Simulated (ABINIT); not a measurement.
# Sn (Immm) in ABINIT: reference runs

How does Sn come out in PBE? The cell is run as given and disturbed.

Everything below comes from runs of ABINIT 10.8.3 (patched build). Logs are shortened: lines on timing, memory, paths and dates and some standing lists are left out, and cuts for length are marked. The log counts tension as positive stress, the text compression.

**1. The structure**

The structure is orthorhombic, space group Immm (No. 71). Conventional cell: a = 3.453 Å, b = 3.551 Å, c = 4.677 Å, α = 90.00°, β = 90.00°, γ = 90.00°. Sn (site symmetry mmm) has 12 Sn at 3.41 to 3.55 Å as nearest neighbours.

This isn't the form of Sn at room conditions, which is tetragonal (white tin).

**2. Single point, PBE**

run.abi

```
# Pseudopotentials
pp_dirpath "./"
pseudos "Sn.GGA_PBE-JTH.xml"

# Structure
structure "poscar:POSCAR"
natom 1
chkprim 0
chksymtnons 0
tolsym 1.0e-6

# Plane-wave basis
ecut 598.650497 eV
pawecutdg 44.0

# k points
kptopt 1
ngkpt 11 11 11
nshiftk 1
shiftk 0.0 0.0 0.0

# Exchange and correlation
ixc 11

# Bands and occupations
nband 11
occopt 3
tsmear 0.00183747

# SCF cycle
nstep 100
tolvrs 1.0e-9

# Output
iomode 3
prtwf 0
prteig 0
prtebands 0
enunit 1
prtden 1
prtvha 1
prtvclmb 1
prtpot 1
```

POSCAR

```
Sn
1.0
   -1.7265390000      1.7755470000      2.3383420000
    1.7265390000     -1.7755470000      2.3383420000
    1.7265390000      1.7755470000     -2.3383420000
Sn
1
Direct
    0.0000000000      0.0000000000      0.0000000000  Sn
```

Potentials or basis: JTH PAW PBE v2.0.

The run is started by

```bash
$ abinit run.abi > log 2>&1
```

run.abo:

```text
.Version 10.8.3 of ABINIT
 Symmetries : space group Im m m (# 71); Bravais oI (body-center ortho.)
================================================================================
 Values of the parameters that define the memory need of the present run
     intxc =       0    ionmov =       0      iscf =      17    lmnmax =      18
     lnmax =       6     mgfft =      30  mpssoang =       3    mqgrid =    3001
     natom =       1  nloc_mem =       2    nspden =       1   nspinor =       1
    nsppol =       1      nsym =       8    n1xccc =       1    ntypat =       1
    occopt =       3   xclevel =       2
       mpw =         967          nfft =       27000          nkpt =         216
 PAW method is used; the additional fine FFT grid is defined by:
   mgfftf=        40    nfftf =     64000
================================================================================
================================================================================

--------------------------------------------------------------------------------
------------- Echo of variables that govern the present computation ------------
--------------------------------------------------------------------------------
 -outvars: echo values of preprocessed input variables --------
            acell      1.0000000000E+00  1.0000000000E+00  1.0000000000E+00 Bohr
              amu      1.18710000E+02
          chkprim           0
      chksymtnons           0
             ecut      2.20000000E+01 Hartree
           enunit           1
                       outvar_i_n : Printing only first  50 k-points.
              ixc          11
                       outvar_i_n : Printing only first  50 k-points.
         kptrlatt       11    0    0      0   11    0      0    0   11
          kptrlen      7.08020395E+01
            natom           1
            nband          11
            ngfft          30      30      30
          ngfftdg          40      40      40
             nkpt         216
            nstep         100
             nsym           8
           ntypat           1
                       prtocc : prtvol=0, do not print more k-points.
           occopt           3
        pawecutdg      4.40000000E+01 Hartree
         pawxcdev           0
        prtebands           0
           prteig           0
           prtpot           1
         prtvclmb           1
           prtvha           1
            prtwf           0
            rprim     -3.2626858557E+00  3.3552975537E+00  4.4188259687E+00
                       3.2626858557E+00 -3.3552975537E+00  4.4188259687E+00
                       3.2626858557E+00  3.3552975537E+00 -4.4188259687E+00
          spgroup          71
           tolsym      1.00000000E-06
           tolvrs      1.00000000E-09
           tsmear      1.83747000E-03 Hartree
            typat      1
           useylm           1
                       outvars : Printing only first  50 k-points.
            znucl       50.00000

================================================================================

 chkinp: Checking input parameters for consistency.

================================================================================
== DATASET  1 ==================================================================

--- !DatasetInfo
iteration_state: {dtset: 1, }
dimensions: {natom: 1, nkpt: 216, mband: 11, nsppol: 1, nspinor: 1, nspden: 1, mpw: 967, }
cutoff_energies: {ecut:  22.0, pawecutdg:  44.0, }
electrons: {nelect:   1.40000000E+01, charge:   0.00000000E+00, occopt:   3.00000000E+00, tsmear:   1.83747000E-03, }
meta: {optdriver: 0, ionmov: 0, optcell: 0, iscf: 17, paral_kgb: 0, }
...

 Exchange-correlation functional for the present dataset will be:
  GGA: Perdew-Burke-Ernzerhof functional - ixc=11
  J.P.Perdew, K.Burke, M.Ernzerhof, PRL 77, 3865 (1996)

 Real(R)+Recip(G) space primitive vectors, cartesian coordinates (Bohr,Bohr^-1):
 R(1)= -3.2626859  3.3552976  4.4188260  G(1)=  0.0000000  0.1490181  0.1131522
 R(2)=  3.2626859 -3.3552976  4.4188260  G(2)=  0.1532480  0.0000000  0.1131522
 R(3)=  3.2626859  3.3552976 -4.4188260  G(3)=  0.1532480  0.1490181  0.0000000
 Unit cell volume ucvol=  1.9349653E+02 bohr^3
 Angles (23,13,12)=  1.19084898E+02  1.17162588E+02  9.32893171E+01 degrees

 Coarse grid specifications (used for wave-functions):

 getcut: wavevector=  0.0000  0.0000  0.0000  ngfft=  30  30  30
         ecut(hartree)=     22.000   => boxcut(ratio)=   2.20802

 getcut : COMMENT -
  Note that boxcut > 2.2 ; recall that boxcut=Gcut(box)/Gcut(sphere) = 2
  is sufficient for exact treatment of convolution.
  Such a large boxcut is a waste : you could raise ecut
  e.g. ecut=   26.814317 Hartrees makes boxcut=2

 Fine grid specifications (used for densities):

 getcut: wavevector=  0.0000  0.0000  0.0000  ngfft=  40  40  40
         ecut(hartree)=     44.000   => boxcut(ratio)=   2.08147

--- Pseudopotential description ------------------------------------------------
- pspini: atom type   1  psp file is ./Sn.GGA_PBE-JTH.xml
 Pseudopotential format is: paw10
 basis_size (lnmax)=  6 (lmn_size= 18), orbitals=   0   0   1   1   2   2
 Spheres core radius: rc_sph= 2.51086398
 Shapefunction is BESSEL type: shapef(r,l)=aa(1,l)*jl(q(1,l)*r)+aa(2,l)*jl(q(2,l)*r)
 Radius for shape functions =  1.40702157
 Compensation charge density is not taken into account in XC energy/potential

   3.60098397E+02                                ecore*ucvol(ha*bohr**3)
--------------------------------------------------------------------------------

[... 7 lines left out ...]

     iter   Etot(hartree)      deltaE(h)  residm     nres2
 ETOT  1  -69.641426448656    -6.964E+01 3.254E-01 3.655E-01
 ETOT  2  -69.712041075885    -7.061E-02 2.105E-02 6.114E-02
 ETOT  3  -69.711937710249     1.034E-04 1.255E-02 7.716E-03
 ETOT  4  -69.711930721218     6.989E-06 3.819E-03 3.032E-04
 ETOT  5  -69.711930736398    -1.518E-08 7.987E-04 5.237E-06
 ETOT  6  -69.711930733322     3.076E-09 6.232E-04 1.509E-07
 ETOT  7  -69.711930733933    -6.111E-10 3.992E-04 1.050E-08
 ETOT  8  -69.711930733914     1.899E-11 1.376E-04 9.298E-10

 At SCF step    8       nres2   =  9.30E-10 < tolvrs=  1.00E-09 =>converged.

 Cartesian components of stress tensor (hartree/bohr^3)
  sigma(1 1)=  1.16373670E-05  sigma(3 2)=  0.00000000E+00
  sigma(2 2)=  6.83871789E-05  sigma(3 1)=  0.00000000E+00
  sigma(3 3)=  1.97010284E-05  sigma(2 1)=  0.00000000E+00

--- !ResultsGS
iteration_state: {dtset: 1, }
comment   : Summary of ground state results
lattice_vectors:
- [ -3.2626859,   3.3552976,   4.4188260, ]
- [  3.2626859,  -3.3552976,   4.4188260, ]
- [  3.2626859,   3.3552976,  -4.4188260, ]
lattice_lengths: [   6.43655,    6.43655,    6.43655, ]
lattice_angles: [119.085, 117.163,  93.289, ] # degrees, (23, 13, 12)
lattice_volume:   1.9349653E+02
convergence: {deltae:  1.899E-11, res2:  9.298E-10, residm:  1.376E-04, diffor: null, }
etotal    :  -6.97119307E+01
entropy   :   0.00000000E+00
fermie    :   2.22212334E-01
cartesian_stress_tensor: # hartree/bohr^3
- [  1.16373670E-05,   0.00000000E+00,   0.00000000E+00, ]
- [  0.00000000E+00,   6.83871789E-05,   0.00000000E+00, ]
- [  0.00000000E+00,   0.00000000E+00,   1.97010284E-05, ]
pressure_GPa:  -9.7801E-01
xred      :
- [  0.0000E+00,   0.0000E+00,   0.0000E+00, Sn]
cartesian_forces: # hartree/bohr
- [ -0.00000000E+00,  -0.00000000E+00,  -0.00000000E+00, ]
force_length_stats: {min:   0.00000000E+00, max:   0.00000000E+00, mean:   0.00000000E+00, }
...

 Integrated electronic density in atomic spheres:
 ------------------------------------------------
 Atom  Sphere_radius  Integrated_density
    1        2.51086         11.82472584

================================================================================

 ----iterations are completed or convergence reached----

 Mean square residual over all n,k,spin=   58.249E-08; max=  13.761E-05
 reduced coordinates (array xred) for    1 atoms
       0.000000000000      0.000000000000      0.000000000000
 rms dE/dt=  0.0000E+00; max dE/dt=  0.0000E+00; dE/dt below (all hartree)
    1       0.000000000000      0.000000000000      0.000000000000

 cartesian coordinates (angstrom) at end:
    1      0.00000000000000     0.00000000000000     0.00000000000000

 cartesian forces (hartree/bohr) at end:
    1     -0.00000000000000    -0.00000000000000    -0.00000000000000
 frms,max,avg= 0.0000000E+00 0.0000000E+00   0.000E+00  0.000E+00  0.000E+00 h/b

 cartesian forces (eV/Angstrom) at end:
    1     -0.00000000000000    -0.00000000000000    -0.00000000000000
 frms,max,avg= 0.0000000E+00 0.0000000E+00   0.000E+00  0.000E+00  0.000E+00 e/A
 length scales=  1.000000000000  1.000000000000  1.000000000000 bohr
              =  0.529177210544  0.529177210544  0.529177210544 angstroms
 Fermi (or HOMO) energy (eV) =   6.04671   Average Vxc (eV)= -10.03252
 Eigenvalues (   eV  ) for nkpt= 216  k points:
 kpt#   1, nband= 11, wtk=  0.00075, kpt=  0.0000  0.0000  0.0000 (reduced coord)
 -15.51774  -15.50247  -15.48447  -15.45618  -15.42026   -4.72208   13.06620   13.21167
  13.61442   16.71836   17.14846
 prteigrs : prtvol=0 or 1, do not print more k-points.

--- !EnergyTerms
iteration_state     : {dtset: 1, }
comment             : Components of total free energy in Hartree
kinetic             :  1.16802701386464E+01
hartree             :  2.44048057593570E+01
xc                  : -6.85938486734681E+00
Ewald energy        : -4.89324108907929E+01
psp_core            :  1.86100696635169E+00
local_psp           : -6.75285862052601E+01
PAW spherical_terms :  1.56624821309605E+01
internal            : -6.97118169680842E+01
'-kT*entropy'       : -1.29096724011802E-04
total_energy        : -6.97119460648082E+01
total_energy_eV     : -1.89695869032849E+03
...

--- !EnergyTermsDC
iteration_state     : {dtset: 1, }
comment             : '"Double-counting" decomposition of free energy'
band_energy         : -5.44805266175370E+00
Ewald energy        : -4.89324108907929E+01
psp_core            :  1.86100696635169E+00
xc_dc               : -2.67224527450625E+01
PAW spherical_terms :  9.53010769406764E+00
internal            : -6.97118016371898E+01
'-kT*entropy'       : -1.29096724011802E-04
total_energy_dc     : -6.97119307339138E+01
total_energy_dc_eV  : -1.89695827315360E+03
...

--- !EnergyTermsWithPAWCore
iteration_state     : {dtset: 1, }
comment             : 'Components of total free energy, including PAW core contributions'
Total energy        : -6.17733671309141E+03
Total energy DC     : -6.17733669776052E+03
Total energy (eV)   : -1.68093895271409E+05
Total energy DC (eV): -1.68093894854234E+05
...

 Cartesian components of stress tensor (hartree/bohr^3)
  sigma(1 1)=  1.16373670E-05  sigma(3 2)=  0.00000000E+00
  sigma(2 2)=  6.83871789E-05  sigma(3 1)=  0.00000000E+00
  sigma(3 3)=  1.97010284E-05  sigma(2 1)=  0.00000000E+00

-Cartesian components of stress tensor (GPa)         [Pressure= -9.7801E-01 GPa]
- sigma(1 1)=  3.42383158E-01  sigma(3 2)=  0.00000000E+00
- sigma(2 2)=  2.01202027E+00  sigma(3 1)=  0.00000000E+00
- sigma(3 3)=  5.79624266E-01  sigma(2 1)=  0.00000000E+00

== END DATASET(S) ==============================================================
================================================================================

 -outvars: echo values of variables after computation  --------
            acell      1.0000000000E+00  1.0000000000E+00  1.0000000000E+00 Bohr
           etotal     -6.9711930734E+01
            fcart     -0.0000000000E+00 -0.0000000000E+00 -0.0000000000E+00
            rprim     -3.2626858557E+00  3.3552975537E+00  4.4188259687E+00
                       3.2626858557E+00 -3.3552975537E+00  4.4188259687E+00
                       3.2626858557E+00  3.3552975537E+00 -4.4188259687E+00
           strten      1.1637367018E-05  6.8387178904E-05  1.9701028362E-05
                       0.0000000000E+00  0.0000000000E+00  0.0000000000E+00
 Calculation completed.
```

It took 57 s on 1 thread of Arm Neoverse V1, shared host; peak memory 0.18 GiB.

Results:

| Quantity | Value |
| --- | --- |
| Free energy | -1896.9583 eV |
| Pressure | -1.0 GPa |
| Band gap on the k mesh | none (metal or under the smearing width) |
| Valence electrons inside the program's atomic spheres | Sn 11.82 (radii [1.3287] Å) |

[end of part 1 of 2]
